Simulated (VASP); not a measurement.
Write the native input for VASP 6.6.1 that does the following.

- Task: single point
- Functional: PBEsol
- Potentials or basis: VASP PAW PBE potentials, release 64 (Ca_sv, Se)
- Cutoff: 520 eV
- k mesh: 6 × 6 × 6
- Occupations: gaussian, width 0.05 eV
- Spin: no spin polarisation
- Dipole correction: no
- Further INCAR settings: ALGO = Fast; EDIFF = 1e-06; NBANDS = 15

The structure of CaSe lies in POSCAR:

```
CaSe
1.0
    0.0000000000      3.3000000000      3.5475000000
    3.3000000000      0.0000000000      3.5475000000
    3.3000000000      3.3000000000      0.0000000000
Ca Se
1 1
Direct
    0.0000000000      0.0000000000      0.0000000000
    0.7500000000      0.7500000000      0.7500000000
```

The cell comes from a database or a generator and needn't be the stable form of this composition.

The cell isn't the ideal one: strain +0.0750 x Voigt [0, 0, 1, 0, 0, 0], atoms carried along.

One way to write it, as run:

INCAR

```
ALGO = Fast ; EDIFF = 1E-6
ENCUT = 520 ; GGA = PS
ISIF = 2 ; ISMEAR = 0
LASPH = T ; LCHARG = T
LELF = T ; LREAL = F
LVHAR = T ; LWAVE = F
NBANDS = 15 ; NELM = 100
PREC = Accurate ; SIGMA = 0.05
```

KPOINTS

```
k-points
0
Gamma
  6 6 6
```

Potentials or basis: VASP PAW PBE potentials, release 64 (Ca_sv, Se).

Launch:

```sh
$ cat potpaw_PBE.64/Ca_sv/POTCAR potpaw_PBE.64/Se/POTCAR > POTCAR
$ mpirun -np 1 vasp_std > vasp.out
```

It gave:

```json
{
  "Pressure": "-3.2 GPa",
  "Band gap on the k mesh": "2.67 eV, indirect (least direct gap 2.80 eV)"
}
```

Caveat: the PAW data sets were made with another functional, which shifts forces and pressure a little.

Run time: 27 s on 1 thread of Intel(R) Xeon(R) Platinum 8488C (Sapphire Rapids), on a shared host, peak memory 0.21 GiB.
